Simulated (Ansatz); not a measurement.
# Fe (Im-3m) in Ansatz: notebook

One crystal, Fe, is run at these levels: revPBE, BLYP+D4; tasks: relaxation of cell and atoms.

Everything below comes from runs of Ansatz 0.2.0. Logs are shortened: lines on timing, memory, paths and dates and some standing lists are left out, and cuts for length are marked.

## Step 1: The structure

The structure is cubic, space group Im-3m (No. 229). Conventional cell: a = 2.886 Å, b = 2.886 Å, c = 2.886 Å, α = 90.00°, β = 90.00°, γ = 90.00°. Fe (site symmetry m-3m) is surrounded by 8 Fe at 2.50 Å.

## Step 2: Relaxation of cell and atoms, revPBE, collinear spin, ferromagnetic start

Input file input.yaml:

```yaml
crystal:
  lattice:
    - [-1.443, 1.443, 1.443]
    - [1.443, -1.443, 1.443]
    - [1.443, 1.443, -1.443]
  atoms:
    - { symbol: Fe, position: [0.0, 0.0, 0.0], spin: 3.0 }
hamiltonian:
  xc: revpbe
  pseudopotentials: { kind: paw }
magnetization:
  spin_polarized: true
kpoints:
  mp_grid: { grid: [13, 13, 13] }
scf:
  occupations: { method: fermi_dirac, width: 0.05 }
output:
  forces: true
  stress: true
relax:
  f_tol: 0.01
  max_steps: 40
  cell: { stress_tol: 0.05 }
```

Potentials or basis: Ansatz PAW.

Run with:

```
$ ansatz run input.yaml --threads 2 --pin off --max-ram 5632MiB --backend cpu --events-out ev --progress --plain --runs-dir out
```

The log of the run:

```text
Warning: RAYON_NUM_THREADS=2 ignored (pool sized by the plan → 2); use --threads N
Engine: ansatz 0.2.0, x86_64-unknown-linux-gnu
Pseudopotentials: kind: paw
Pseudopotential: Fe, paw, valence charge 16, recommended cutoff 420 eV (normal), Fe.paw.azcp
Functional definition: revPBE
  parameter kappa = 1.245
  parameter beta = 0.06672455060314922
  exchange = pbe_x(kappa = kappa, mu = beta*pi^2/3)
  correlation = pbe_c(beta = beta)
Crystal: 1 atoms, lattice volume = 12.019 Å³
Basis set: ecut = 420 eV, 225 PW (Γ), exchange–correlation on 36×36×36 points (8 copies of the dense FFT grid, shifted against one another)
Bands: 14, of which v1, the nominal top of the filled ones, is band 8 counted from 1 (7 counted from 0)
Symmetry: 48 space group operations
Space group: Im-3m (ITA 229), of the structure as read, at distance tolerance 2.3e-5 Å
Magnetic group: BNS 229.140 (UNI 1642), of the structure as read, at distance tolerance 2.3e-5 Å
k-points: 84 of 2197
Non-local potential: Fe, projectors of the file, l = 0: 3, l = 1: 2, l = 2: 3, l = 3: 1
PAW form: soft (Blöchl's): semilocal exchange-correlation on the pseudo side does not see the compensation charge
PAW frozen core: Fe, regenerated for the run's functional, and the local potential with it (the file was generated under x = pbe(κ = 0.804, μ = 0.2195149727645171), c = pbe(β = 0.06672455060314922))
PAW one-centre angular grid: Fe, 590 points (default); XC on 64 Gauss nodes
Initial density: superposition of atomic densities (chi_scale 0.1, normalization cell)
Starting moments: Σ|m| = 3 μB on 1 of 1 site
Initial wavefunctions: pseudopotential atomic-orbital guess
Functional: x = revpbe(κ = 1.245, μ = 0.2195149727645171), c = pbe(β = 0.06672455060314922)
SCF iter   1: F=—  HF=-4483.741877 eV  |F-HF|=—  |Δ(HF+E_count)|=         —  Δρ=6.41e-2 (↑5.72e-2 ↓6.41e-2)  dr2=1.08e0  dr2_m=4.66e-2  M=2.603 μB ∫|m|=2.668 μB  β_m=0.30  ethr=3.10e-3  ⟨swp⟩=4.6  Hψ=11196  notcnv=0
Mixer restart at iter 1: flushing history
preconditioner: auto → none  [metal: Δε(μ)=0.008 eV  Ē_g=14.123 eV  σ=0.050 eV  W_gap=0.04  n_scr=0 (ndim 8)  ℏωp=30.3 eV  f_vac=0.000  D(μ)=0.98/eV (n_scr^D=12)]
SCF iter   2: F=—  HF=-4483.352692 eV  |F-HF|=—  |Δ(HF+E_count)|=   3.89e-1  Δρ=2.90e-2 (↑2.90e-2 ↓1.72e-2)  dr2=2.49e-2  dr2_m=4.79e-2  M=2.649 μB ∫|m|=2.742 μB  β_m=0.29  ethr=3.10e-3  ⟨swp⟩=2.6  Hψ=5130  notcnv=0  defer=179
SCF iter   3: F=—  HF=-4483.555904 eV  |F-HF|=—  |Δ(HF+E_count)|=         —  Δρ=1.99e-2 (↑1.63e-2 ↓1.99e-2)  dr2=2.26e-3  dr2_m=3.40e-2  M=2.483 μB ∫|m|=2.577 μB  β_m=0.29  ethr=1.56e-4  ⟨swp⟩=2.7  Hψ=4454  notcnv=0  defer=182
Mixer restart at iter 3: flushing history
SCF iter   4: F=—  HF=-4483.675546 eV  |F-HF|=—  |Δ(HF+E_count)|=   1.20e-1  Δρ=1.75e-2 (↑1.27e-2 ↓1.75e-2)  dr2=3.23e-3  dr2_m=2.36e-2  M=2.454 μB ∫|m|=2.557 μB  β_m=0.64  ethr=1.41e-5  ⟨swp⟩=2.0  Hψ=4445  notcnv=0  defer=179
SCF iter   5: F=—  HF=-4483.894489 eV  |F-HF|=—  |Δ(HF+E_count)|=   2.19e-1  Δρ=1.97e-2 (↑1.97e-2 ↓7.56e-3)  dr2=1.33e-2  dr2_m=1.84e-2  M=2.298 μB ∫|m|=2.438 μB  β_m=0.68  ethr=1.41e-5  ⟨swp⟩=3.0  Hψ=5268  notcnv=0  defer=179
SCF iter   6: F=—  HF=-4483.893008 eV  |F-HF|=—  |Δ(HF+E_count)|=   1.48e-3  Δρ=7.15e-3 (↑7.15e-3 ↓4.96e-3)  dr2=1.21e-2  dr2_m=1.59e-4  M=2.324 μB ∫|m|=2.474 μB  β_m=0.62  ethr=1.41e-5  ⟨swp⟩=2.0  Hψ=5448  notcnv=0  defer=179
SCF iter   7: F=—  HF=-4483.889641 eV  |F-HF|=—  |Δ(HF+E_count)|=   3.37e-3  Δρ=1.68e-3 (↑5.14e-4 ↓1.68e-3)  dr2=3.93e-4  dr2_m=4.06e-5  M=2.297 μB ∫|m|=2.449 μB  β_m=0.81  ethr=1.41e-5  ⟨swp⟩=2.4  Hψ=4131  notcnv=0  defer=180
[... 56 lines left out ...]
SCF iter   6: F=—  HF=-4483.897256 eV  |F-HF|=—  |Δ(HF+E_count)|=   5.53e-9  Δρ=1.10e-6 (↑1.10e-6 ↓2.78e-7)  dr2=1.39e-10  dr2_m=2.42e-11  M=2.171 μB ∫|m|=2.307 μB  β_m=0.93  ethr=7.45e-12  ⟨swp⟩=2.5  Hψ=3552  notcnv=0
SCF iter   7: F=—  HF=-4483.897256 eV  |F-HF|=—  |Δ(HF+E_count)|=  2.56e-10  Δρ=6.45e-7 (↑6.45e-7 ↓2.01e-7)  dr2=5.50e-11  dr2_m=6.34e-12  M=2.171 μB ∫|m|=2.307 μB  β_m=0.97  ethr=1.00e-12  ⟨swp⟩=2.4  Hψ=3204  notcnv=0
SCF iter   8: F=—  HF=-4483.897256 eV  |F-HF|=—  |Δ(HF+E_count)|=  6.28e-11  Δρ=9.75e-8 (↑9.75e-8 ↓5.84e-8)  dr2=1.29e-13  dr2_m=6.40e-13  M=2.171 μB ∫|m|=2.307 μB  β_m=0.98  ethr=1.00e-12  ⟨swp⟩=2.3  Hψ=3069  notcnv=0
SCF iter   9: F=-4483.897256 eV  HF=-4483.897256 eV  |F-HF|=0.00e0  |Δ(HF+E_count)|=  9.09e-13  Δρ=1.37e-8 (↑1.26e-8 ↓1.37e-8)  dr2=6.01e-14  dr2_m=5.75e-16  M=2.171 μB ∫|m|=2.307 μB  ethr=1.00e-12  ⟨swp⟩=3.0  Hψ=7630  notcnv=0
SCF 5 converged in 9 iterations: F = -4483.897256 eV  dr2 = 6.01e-14
relax step   5: F+E_penalty+E_count = -4483.89725560 eV  Δ(F+E_penalty+E_count) = +3.153e-4 eV  max|allowed force component| = 0.000e0 eV/Å  Δτ_max = 0.0000 Å  P = +0.027 GPa  Ω = 11.569 Å³  stress off target by 2.68e-2 GPa  SCF on the basis re-selected at this cell (its energy is not comparable with the rows above)  (9 SCF iters)
basis re-selected at this cell: Δ(F+E_penalty+E_count) = +3.153e-4 eV, ΔP = +0.030 GPa vs the last step (what re-selecting the basis moved, of the pressure what is left beyond the Pulay correction that the steps carried, after the strain that the cell walked since its last selection, with what the two solves' SCF thresholds leave and, on support functions, any second-order correction that the steps lacked; it is no measure of the basis error at this ecutwfc). This SCF's stress stands 2.68e-2 GPa from its target on what of the cell is left free (relax.cell.stress_tol is 5.00e-2 GPa) and its largest allowed force component is 0.00e0 eV/Å (relax.f_tol is 1.00e-2 eV/Å): within both
SCF converged after 9 iterations
Magnetization: 2.1709 μB (9.0854 up, 6.9146 down)
Absolute magnetization: 2.3068 μB (∫|ρ↑−ρ↓|, with the PAW one-centre terms)
Spin contamination: 0.0412 ħ² per cell (⟨S²⟩ above its minimum at these occupations)
Per-site moments (μB) at R_I (Å): [(2.229744740409086, 1.0179719410770922)]
Free energy (F): -4483.897256 eV
Harris-Foulkes:  -4483.897256 eV  (|F-HF|=0.00e0)
Internal energy: -4483.888033 eV  (E = F + TS)
E sigma→0 (E₀):  -4483.892644 eV
Entropy (-TS):   -0.009223 eV (-9.223 meV/atom)
Fermi energy:    18.204249 eV
--- Per-component energies (eV) ---
  E_band       = -216.778893
  E_kinetic    = 349.847790
  E_local      = -2086.029118  (includes V_loc(G=0)·N_el)
  E_nonlocal   = 218.124835
  E_hartree    = 875.744907
  E_xc         = -117.803077
  E_vxc        = -151.522615  (∫ρ·V_xc dr)
  E_paw        = -1369.826420  (= ΣΔE_a)
  E_vpaw       = -298.690247  (= ΣTr[D̂ρ^β])
  E_aug_tail   = 0.000664  (compensation charges beyond the density's cutoff)
  E_ewald      = -2353.913297
  E_core_change = -0.034316  (= ΣΔE_core)
  E_smearing   = -0.009223  (= −TS)
  E_closure    = 0.000000  (closes the sum)
  Σ components = -4483.897256   (vs F -4483.897256, Δ=0.00e0)
--- Forces (eV/Å), atoms counted from 1 ---
  atom   1  Fe    -0.00000000     0.00000000     0.00000000
  max |Σ_I F_I| component: 1.15e-31 eV/Å
--- Stress (GPa, compression-positive) ---
        0.026838      -0.000000      -0.000000
       -0.000000       0.026838       0.000000
       -0.000000       0.000000       0.026838
  P = ⅓ Tr σ = 0.0268 GPa (0.268 kbar)
--- Relaxed structure (4 steps of the walk, 4 accepted, 1 SCFs on fresh bases) ---
  F+E_penalty+E_count = -4483.89725560 eV   max|allowed force component| = 0.000e0 eV/Å   (the final SCF, on the basis selected at the relaxed cell)
  cell:  # Å, volume = 11.5695 Å³
    - [-1.4247912102020486, 1.4247912102020486, 1.4247912102020486]
    - [1.4247912102020486, -1.4247912102020486, 1.4247912102020486]
    - [1.4247912102020486, 1.4247912102020486, -1.4247912102020486]
  atoms:
    - { symbol: Fe, position: [0.0, 0.0, 0.0] }
```

Wall time 5.6 s (2 threads of Intel Xeon at 2.70GHz, shared host); peak memory 0.32 GiB.

Results:

```
Free energy                            : -4483.8973 eV
Relaxed volume                         : 11.57 Å³/atom
Relaxed cell                           : a = 2.468 Å, b = 2.468 Å, c = 2.468 Å, α = 109.47°, β = 109.47°, γ = 109.47°
Space group after relaxing (to 0.05 Å) : Im-3m (No. 229)
Energy gained by relaxing              : 7.7 meV/atom
Ionic steps                            : 5
Pressure after relaxing                : 0.0 GPa
Net moment                             : 2.17 μB per cell
Absolute moment                        : 2.31 μB per cell
Site moments                           : Fe +2.23 μB
```

Step by step:
```csv
step,energy change (eV),largest force (eV/Å),volume (Å³)
1,0.0000,0.0000,12.02
2,-0.0057,0.0000,11.80
3,-0.0079,0.0000,11.51
4,-0.0080,0.0000,11.57
5,-0.0077,0.0000,11.57
```

Final structure:
```
Fe
1.0
    -1.42479    1.42479    1.42479
     1.42479   -1.42479    1.42479
     1.42479    1.42479   -1.42479
Fe
1
Direct
  0.00000 0.00000 0.00000
```

Caveat: the plane-wave basis is chosen anew once the cell has moved, so the energies of steps on either side of that aren't comparable; the PAW data sets come from PBE, with cores solved anew for the run's functional, which leaves a small shift of forces and pressure.

## Step 3: Relaxation of cell and atoms, BLYP+D4, collinear spin, ferromagnetic start

input.yaml, as its differences from that of step 2:

```diff
@@ -8,4 +8,5 @@
 hamiltonian:
-  xc: revpbe
+  xc: blyp
   pseudopotentials: { kind: paw }
+  dispersion: d4
 magnetization:
```

Potentials or basis: Ansatz PAW.

Run with:

```
$ ansatz run input.yaml --threads 2 --pin off --max-ram 5632MiB --backend cpu --events-out ev --progress --plain --runs-dir out
```

The log of the run:

```text
Warning: RAYON_NUM_THREADS=2 ignored (pool sized by the plan → 2); use --threads N
[... 3 set-up lines as earlier in the session ...]
Functional definition: BLYP
  parameter beta = 0.0042
  parameter a = 0.04918
  parameter b = 0.132
  parameter c = 0.2533
  parameter d = 0.349
  exchange = b88_x(beta = beta)
  correlation = lyp_c(a = a, b = b, c = c, d = d)
Crystal: 1 atoms, lattice volume = 12.019 Å³
Basis set: ecut = 420 eV, 225 PW (Γ), exchange–correlation on 36×36×36 points (8 copies of the dense FFT grid, shifted against one another)
Bands: 14, of which v1, the nominal top of the filled ones, is band 8 counted from 1 (7 counted from 0)
[... 2 set-up lines as earlier in the session ...]
Magnetic group: BNS 229.140 (UNI 1642), of the structure as read, at distance tolerance 2.3e-5 Å
k-points: 84 of 2197
[... 5 set-up lines as earlier in the session ...]
Starting moments: Σ|m| = 3 μB on 1 of 1 site
[... 1 set-up line as earlier in the session ...]
Functional: x = b88, c = lyp
SCF iter   1: F=—  HF=-4488.403612 eV  |F-HF|=—  |Δ(HF+E_count)|=         —  Δρ=5.69e-2 (↑5.20e-2 ↓5.69e-2)  dr2=7.89e-1  dr2_m=5.29e-2  M=2.564 μB ∫|m|=2.635 μB  β_m=0.30  ethr=3.10e-3  ⟨swp⟩=4.7  Hψ=11388  notcnv=0
Mixer restart at iter 1: flushing history
[... 92 lines left out ...]
SCF converged after 6 iterations
Magnetization: 2.0878 μB (9.0439 up, 6.9561 down)
Absolute magnetization: 2.1894 μB (∫|ρ↑−ρ↓|, with the PAW one-centre terms)
Spin contamination: 0.0326 ħ² per cell (⟨S²⟩ above its minimum at these occupations)
Per-site moments (μB) at R_I (Å): [(2.1270892490445243, 1.00806796833635)]
Free energy (F): -4488.835724 eV
Harris-Foulkes:  -4488.835724 eV  (|F-HF|=4.55e-12)
Internal energy: -4488.827473 eV  (E = F + TS)
E sigma→0 (E₀):  -4488.831598 eV
Entropy (-TS):   -0.008251 eV (-8.251 meV/atom)
Fermi energy:    19.294239 eV
--- Per-component energies (eV) ---
  E_band       = -199.415410
  E_kinetic    = 351.971433
  E_local      = -2053.798317  (includes V_loc(G=0)·N_el)
  E_nonlocal   = 216.855476
  E_hartree    = 866.606503
  E_xc         = -116.343220
  E_vxc        = -149.508228  (∫ρ·V_xc dr)
  E_paw        = -1376.405283  (= ΣΔE_a)
  E_vpaw       = -298.149834  (= ΣTr[D̂ρ^β])
  E_aug_tail   = 0.000922  (compensation charges beyond the density's cutoff)
  E_ewald      = -2377.039806
  E_disp       = -0.685129  (pairwise vdW)
  E_core_change = 0.009949  (= ΣΔE_core)
  E_smearing   = -0.008251  (= −TS)
  E_closure    = 0.000000  (closes the sum)
  Σ components = -4488.835724   (vs F -4488.835724, Δ=0.00e0)
--- Forces (eV/Å), atoms counted from 1 ---
  atom   1  Fe    -0.00000000     0.00000000     0.00000000
  max |Σ_I F_I| component: 1.68e-31 eV/Å
--- Stress (GPa, compression-positive) ---
       -0.000575       0.000000      -0.000000
        0.000000      -0.000575      -0.000000
       -0.000000      -0.000000      -0.000575
  P = ⅓ Tr σ = -0.0006 GPa (-0.006 kbar)
--- Relaxed structure (5 steps of the walk, 5 accepted, 2 SCFs on fresh bases) ---
  F+E_penalty+E_count = -4488.83572370 eV   max|allowed force component| = 0.000e0 eV/Å   (the final SCF, on the basis selected at the relaxed cell)
  cell:  # Å, volume = 11.2351 Å³
    - [-1.4109292433464993, 1.4109292433464993, 1.4109292433464993]
    - [1.4109292433464993, -1.4109292433464993, 1.4109292433464993]
    - [1.4109292433464993, 1.4109292433464993, -1.4109292433464993]
  atoms:
    - { symbol: Fe, position: [0.0, 0.0, 0.0] }
```

Wall time 9.4 s (2 threads of Intel Xeon at 2.70GHz, shared host); peak memory 0.34 GiB.

Results:

| Item | Value |
| --- | --- |
| Free energy | -4488.8357 eV |
| Relaxed volume | 11.24 Å³/atom |
| Relaxed cell | a = 2.444 Å, b = 2.444 Å, c = 2.444 Å, α = 109.47°, β = 109.47°, γ = 109.47° |
| Space group after relaxing (to 0.05 Å) | Im-3m (No. 229) |
| Energy gained by relaxing | 30.2 meV/atom |
| Ionic steps | 7 |
| Pressure after relaxing | 0.0 GPa |
| Net moment | 2.09 μB per cell |
| Absolute moment | 2.19 μB per cell |
| Site moments | Fe +2.13 μB |

The path:
```tsv
step	energy change (eV)	largest force (eV/Å)	volume (Å³)
1	0.0000	0.0000	12.02
2	-0.0258	0.0000	11.53
3	-0.0304	0.0000	11.17
4	-0.0306	0.0000	11.24
5	-0.0302	0.0000	11.24
6	-0.0302	0.0000	11.24
7	-0.0302	0.0000	11.24
```

Final structure:
```xyz
1
Lattice="-1.4109 1.4109 1.4109 1.4109 -1.4109 1.4109 1.4109 1.4109 -1.4109" Properties=species:S:1:pos:R:3 pbc="T T T"
Fe    0.0000    0.0000    0.0000
```

Caveat: the plane-wave basis is chosen anew once the cell has moved, so the energies of steps on either side of that aren't comparable; the PAW data sets come from PBE, with cores solved anew for the run's functional, which leaves a small shift of forces and pressure.
